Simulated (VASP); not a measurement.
# Ga2O3 (R-3c) in VASP: settings compared, part 2 of 2

VASP 6.6.1. Earlier steps stand in the parts before.

## Step 4: Relaxation of cell and atoms, PBEsol

The input, INCAR:

```
  ALGO = Normal
  EDIFF = 1E-6
  EDIFFG = -0.01
  ENCUT = 600
  GGA = PS
  IBRION = 2
  ISIF = 3
  ISMEAR = 0
  KPAR = 2
  LASPH = T
  LCHARG = F
  LREAL = F
  LWAVE = F
  NELM = 80
  NSW = 90
  PREC = Accurate
  SIGMA = 0.03
```

The input, KPOINTS:

```
k-points
0
Gamma
  7 7 7
```

The input, POSCAR:

```
Ga2O3
1.0
    2.4997250000      1.4432169017      4.5003166667
   -2.4997250000      1.4432169017      4.5003166667
    0.0000000000     -2.8864338033      4.5003166667
Ga O
4 6
Direct
    0.3559600000      0.3559600000      0.3559600000
    0.1440400000      0.1440400000      0.1440400000
    0.6440400000      0.6440400000      0.6440400000
    0.8559600000      0.8559600000      0.8559600000
    0.5526000000      0.9474000000      0.2500000000
    0.2500000000      0.5526000000      0.9474000000
    0.9474000000      0.2500000000      0.5526000000
    0.4474000000      0.0526000000      0.7500000000
    0.7500000000      0.4474000000      0.0526000000
    0.0526000000      0.7500000000      0.4474000000
```

Potentials or basis: VASP PAW PBE potentials, release 64 (Ga_d, O).

Command:

```
$ cat potpaw_PBE.64/Ga_d/POTCAR potpaw_PBE.64/O/POTCAR > POTCAR
$ mpirun -np 2 vasp_std > vasp.out
```

OUTCAR:

```text
EDIFF = 1E-6
   EDIFFG = -0.01
   ENCUT = 600
   GGA = PS
   IBRION = 2
   ISIF = 3
   ISMEAR = 0
   LASPH = T
   LREAL = F
   NELM = 80
   NSW = 90
   PREC = Accurate

 ion  position               nearest neighbor table
   1  0.356  0.356  0.356-  10 1.93   8 1.93   9 1.93   5 2.08   6 2.08   7 2.08   2 2.86
   2  0.144  0.144  0.144-   9 1.93   8 1.93  10 1.93   5 2.08   7 2.08   6 2.08   1 2.86
   3  0.644  0.644  0.644-   7 1.93   5 1.93   6 1.93   8 2.08   9 2.08  10 2.08   4 2.86
   4  0.856  0.856  0.856-   6 1.93   5 1.93   7 1.93   8 2.08  10 2.08   9 2.08   3 2.86
   5  0.553  0.947  0.250-   3 1.93   4 1.93   1 2.08   2 2.08
   6  0.250  0.553  0.947-   4 1.93   3 1.93   1 2.08   2 2.08
   7  0.947  0.250  0.553-   3 1.93   4 1.93   2 2.08   1 2.08
   8  0.447  0.053  0.750-   1 1.93   2 1.93   3 2.08   4 2.08
   9  0.750  0.447  0.053-   2 1.93   1 1.93   3 2.08   4 2.08
  10  0.053  0.750  0.447-   1 1.93   2 1.93   4 2.08   3 2.08

  LATTYP: Found a trigonal (rhomboedric) cell.
 ALAT       =     5.3464334094
 COS(alpha) =     0.5627939742

[... 382 lines left out ...]
  ext. energy  EPLUGINS =         0.00000000
  ---------------------------------------------------
  free energy    TOTEN  =       -63.82374521 eV

  energy without entropy =      -63.82374521  energy(sigma->0) =      -63.82374521

 E-fermi :   4.5064     XC(G=0): -12.4239

 val. band max:        4.3191878420   @ k =  -0.1429   0.1429   0.0000
 cond. band min:       7.0072090595   @ k =   0.0000   0.0000   0.0000
 fundamental gap:      2.6880212174
 Fermi energy:         4.5063795531

 k-point     1 :       0.0000    0.0000    0.0000
  band No.  band energies     occupation
      1     -14.5958      2.00000
      2     -12.5583      2.00000
      3     -12.5583      2.00000
      4     -12.5386      2.00000
      5     -12.5158      2.00000
      6     -12.5158      2.00000
[... 1309 lines left out ...]
     51      14.2816      0.00000
     52      15.5825      0.00000

 [... further k-points ...]
[... 5 lines left out ...]
  --------------------------------------------------------------------------------------
  -------------------------------------------------------------------------------------
  Total       -0.0003808     -0.0003808     -0.0122262     -0.0000000     -0.0000000      0.0000000
  in kB       -0.0062741     -0.0062741     -0.2014259     -0.0000000     -0.0000000      0.0000000
  external PRESSURE =      -0.0713247 kB  Pullay stress =       0.0000000 kB
[... 25 lines left out ...]
  FREE ENERGIE OF THE ION-ELECTRON SYSTEM (eV)
  ---------------------------------------------------
  free  energy   TOTEN  =       -63.8237452079 eV

  energy  without entropy=      -63.8237452079  energy(sigma->0) =      -63.82374521

 reached required accuracy - stopping structural energy minimisation
```

OSZICAR:

```text
N       E                     dE             d eps       ncg     rms          rms(c)
DAV:   1     0.126399218333E+04    0.12640E+04   -0.44251E+04  5356   0.345E+03
[... 37 lines left out ...]
       N       E                     dE             d eps       ncg     rms          rms(c)
DAV:   1    -0.638240309531E+02   -0.32808E-03   -0.80519E-03  7008   0.897E-01    0.119E-01
DAV:   2    -0.638238163905E+02    0.21456E-03   -0.74193E-04  6876   0.297E-01    0.563E-02
DAV:   3    -0.638237517852E+02    0.64605E-04   -0.14807E-04  7568   0.143E-01    0.163E-02
DAV:   4    -0.638237472053E+02    0.45800E-05   -0.65686E-05  6776   0.550E-02    0.116E-02
DAV:   5    -0.638237451198E+02    0.20855E-05   -0.16949E-05  5448   0.308E-02    0.172E-03
DAV:   6    -0.638237452079E+02   -0.88146E-07   -0.10457E-06  2780   0.623E-03
   5 F= -.63823745E+02 E0= -.63823745E+02  d E =-.759120E-04
```

It took 4.9 min on 2 MPI ranks of Intel Xeon 6975P-C (Granite Rapids), shared host; peak memory 0.43 GiB.

What came out:

| Item | Value |
| --- | --- |
| Free energy | -63.8237 eV |
| Relaxed volume | 9.72 Å³/atom |
| Relaxed cell | a = 5.335 Å, b = 5.335 Å, c = 5.335 Å, α = 55.93°, β = 55.93°, γ = 55.93° |
| Space group after relaxing (to 0.05 Å) | R-3c (No. 167) |
| Energy gained by relaxing | 0.1 meV/atom |
| Ionic steps | 5 |
| Pressure after relaxing | 0.0 GPa |
| Largest force after relaxing | 0.007 eV/Å |
| Band gap on the k mesh | 2.69 eV, indirect (least direct gap 2.94 eV) |

Forces in eV/Å, atoms in the order of the input:
```
Ga   0.000  0.000  0.007
Ga   0.000  0.000 -0.007
Ga   0.000  0.000 -0.007
Ga   0.000  0.000  0.007
O    0.003  0.000  0.000
O   -0.002  0.003  0.000
O   -0.002 -0.003  0.000
O   -0.003  0.000  0.000
O    0.002 -0.003  0.000
O    0.002  0.003  0.000
```

Step by step:
| step | energy change (eV) | largest force (eV/Å) | pressure (GPa) | volume (Å³) |
| --- | --- | --- | --- | --- |
| 1 | 0.0000 | 0.0316 | -0.28 | 97.41 |
| 2 | -0.0013 | 0.0086 | 0.17 | 97.18 |
| 3 | -0.0013 | 0.0083 | 0.20 | 97.17 |
| 4 | -0.0013 | 0.0070 | -0.24 | 97.31 |
| 5 | -0.0014 | 0.0069 | -0.01 | 97.25 |

Final structure:
```
Ga O
1.0
     2.50189    1.44447    4.48498
    -2.50189    1.44447    4.48498
     0.00000   -2.88893    4.48498
Ga O
4 6
Direct
  0.35585 0.35585 0.35585
  0.14415 0.14415 0.14415
  0.64415 0.64415 0.64415
  0.85585 0.85585 0.85585
  0.55282 0.94718 0.25000
  0.25000 0.55282 0.94718
  0.94718 0.25000 0.55282
  0.44718 0.05282 0.75000
  0.75000 0.44718 0.05282
  0.05282 0.75000 0.44718
```

Caveat: the PAW data sets were made with another functional, which shifts forces and pressure a little; an odd mesh through Γ misses points on the zone boundary, where band edges often lie.

## Step 5: Relaxation of cell and atoms, PBEsol

INCAR, as its differences from that of step 4:

```diff
@@ -1,4 +1,4 @@
   ALGO = Normal
-  EDIFF = 1E-6
-  EDIFFG = -0.01
+  EDIFF = 1E-7
+  EDIFFG = -0.005
   ENCUT = 600
```

KPOINTS is that of step 4.

The input, POSCAR:

```
Ga2O3                                   
1.0
    2.5018878015      1.4444655957      4.4849833012
   -2.5018878015      1.4444655957      4.4849833012
    0.0000000000     -2.8889311913      4.4849833012
  Ga              O             
     4     6
Direct
     0.3558495500548867    0.3558495500548867    0.3558495500548867
     0.1441504499451133    0.1441504499451133    0.1441504499451133
     0.6441504499451133    0.6441504499451133    0.6441504499451133
     0.8558495500548867    0.8558495500548867    0.8558495500548867
     0.5528162117844991    0.9471837882155009    0.2500000000000000
     0.2500000000000000    0.5528162117844991    0.9471837882155009
     0.9471837882155009    0.2500000000000000    0.5528162117844991
     0.4471837882155008    0.0528162117844993    0.7500000000000000
     0.7500000000000000    0.4471837882155008    0.0528162117844993
     0.0528162117844993    0.7500000000000000    0.4471837882155008
```

Command:

```
$ cat potpaw_PBE.64/Ga_d/POTCAR potpaw_PBE.64/O/POTCAR > POTCAR
$ mpirun -np 2 vasp_std > vasp.out
```

Wall time 3 min (2 MPI ranks of Intel Xeon 6975P-C (Granite Rapids), shared host); peak memory 0.44 GiB.

Results (log left out):

| Item | Value |
| --- | --- |
| Free energy | -63.8233 eV |
| Relaxed volume | 9.72 Å³/atom |
| Relaxed cell | a = 5.334 Å, b = 5.334 Å, c = 5.334 Å, α = 55.94°, β = 55.94°, γ = 55.94° |
| Space group after relaxing (to 0.05 Å) | R-3c (No. 167) |
| Energy gained by relaxing | 0.0 meV/atom |
| Ionic steps | 2 |
| Pressure after relaxing | 0.0 GPa |
| Band gap on the k mesh | 2.69 eV, indirect (least direct gap 2.94 eV) |

Forces on the atoms (eV/Å):
```
Ga   0.000  0.000  0.002
Ga   0.000  0.000 -0.002
Ga   0.000  0.000 -0.002
Ga   0.000  0.000  0.002
O    0.000  0.000  0.000
O    0.000  0.000  0.000
O    0.000  0.000  0.000
O    0.000  0.000  0.000
O    0.000  0.000  0.000
O    0.000  0.000  0.000
```

Final structure:
```xyz
10
Lattice="2.5017 1.4444 4.4845 -2.5017 1.4444 4.4845 0.0000 -2.8887 4.4845" Properties=species:S:1:pos:R:3 pbc="T T T"
Ga    0.0000    0.0000    4.7877
Ga    0.0000    0.0000    1.9390
Ga    0.0000    0.0000    8.6657
Ga    0.0000    0.0000   11.5144
O    -0.9864    1.4444    7.8478
O    -0.7576   -1.5765    7.8478
O     1.7441    0.1321    7.8478
O     0.9864   -1.4444    5.6056
O     0.7576    1.5765    5.6056
O    -1.7441   -0.1321    5.6056
```

Levels at points of the mesh, in eV from the valence-band top:
```csv
k point,band 42,band 43,band 44,band 45,band 46,band 47
"(0.00, 0.00, 0.00)",-0.32,-0.25,-0.25,2.69,6.56,6.66
```

Caveat: the PAW data sets were made with another functional, which shifts forces and pressure a little; an odd mesh through Γ misses points on the zone boundary, where band edges often lie.
